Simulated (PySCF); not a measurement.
## Calculated NMR parameters of Propanoic Acid

```
Formula                 : C3H6O2
SMILES                  : CCC(=O)O
InChI                   : InChI=1S/C3H6O2/c1-2-3(4)5/h2H2,1H3,(H,4,5)
Degrees of unsaturation : 1
Carbon signals          : 3
Proton signals          : 3
```

Numbering as in the mapped SMILES `[CH3:1][CH2:2][C:3](=[O:4])[OH:5]`; H(Xn) means a hydrogen on atom n.

Computed data (PySCF 2.14.0 with density-fitted response routines): coordinates at the PBE0-D3(BJ)/def2-SVP level, shielding tensors at PBE0/pcSseg-1 (GIAO), J: B3LYP/pcJ-1 (without the spin–dipole term). Rapidly exchanging positions averaged, non-relativistic Hamiltonian, a single conformation, no solvent model.

Referencing at the same level of theory: $^{1}$H and $^{13}$C vs TMS; $^{17}$O vs H2O.

| carbon | δC, type | δH (multiplicity, J in Hz) | HMBC from (abs. J ≥ 3 Hz) | span of the C tensor (ppm) |
| --- | --- | --- | --- | --- |
| C1 | 9.6, CH3 | 1.07 (t, 8.5) | H(C2) | 15 |
| C2 | 26.8, CH2 | 2.22 (q, 8.5) | H(C1) | 37 |
| C3 | 177.6, C | – | H(C2), H(C1) | 172 |

Other nuclei:
| atoms | nucleus | environment | δ (ppm) | σ (ppm) |
| --- | --- | --- | --- | --- |
| H(O5) | $^{1}$H | hydrogen on an acid hydroxyl oxygen | 5.63 | 25.63 |
| O4 | $^{17}$O | carbonyl oxygen | 436.6 | -102.0 |
| O5 | $^{17}$O | acid hydroxyl oxygen | 210.7 | 123.9 |

Selected couplings (Hz, signed; the shortest-range and largest first, 30 at most; isotopes $^{13}$C, $^{1}$H): $^{1}J$(C1,H(C1)) 134.8, $^{1}J$(C2,H(C2)) 131.4, $^{1}J$(C2,C3) 58.8, $^{1}J$(C1,C2) 40.3, $^{3}J$(H(C1),H(C2)) 8.5.

- Carbon types of the structure: 1 × C, 1 × CH2, 1 × CH3, leaving 1 H on heteroatoms.
- δC 177.6: carboxylic acid carbon; it is a carbonyl in resonance with an O or N lone pair, the region of acids, esters and amides.
- δC 26.8: sp3 CH2 α to a carbonyl; the adjacent C=O deshields it moderately.
- δC 9.6: methyl carbon; a saturated carbon with 1 carbon neighbour and no heteroatom attached.
- δH 5.63: hydrogen on an acid hydroxyl oxygen; exchangeable, gas-phase position.
- δH 2.22: hydrogen on an sp3 CH2 α to a carbonyl; α to C=O.
- The protons at 1.07 and 2.22 share a coupling of 8.5 Hz (vicinal).

OH/NH shifts are gas-phase values; hydrogen bonding in solution moves them, usually downfield. Splittings below 1 Hz are ignored in the labels, and close J values are merged. Unscaled 3J(H,H) at this level run about 9 % above measured values. Shifts are as computed. Against solution values, carbons near 30 ppm lie about +2 ppm off and those near 130 ppm about +4 ppm. Of 246 compounds with measured shifts, 49 miss one by over three times the rms of a fit or turn the order of signals round; such compounds aren't used in these exercises. In solution the two oxygens of a carboxylic acid exchange roles by proton transfer and give one 17O line. Hydrogen bonding in solution shields acid and N–H amide carbonyl oxygens by tens of ppm. Hydrogen bonding in solution deshields acid and N–H amide carbonyl carbons by as much as 10 ppm beyond these values. Unscaled 17O shifts of doubly bonded oxygen tend to come out too high, by tens of ppm or more. Experimental scales use liquid or dissolved standards, which lie at an offset from isolated H2O (liquid H2O: subtract about 36 ppm).
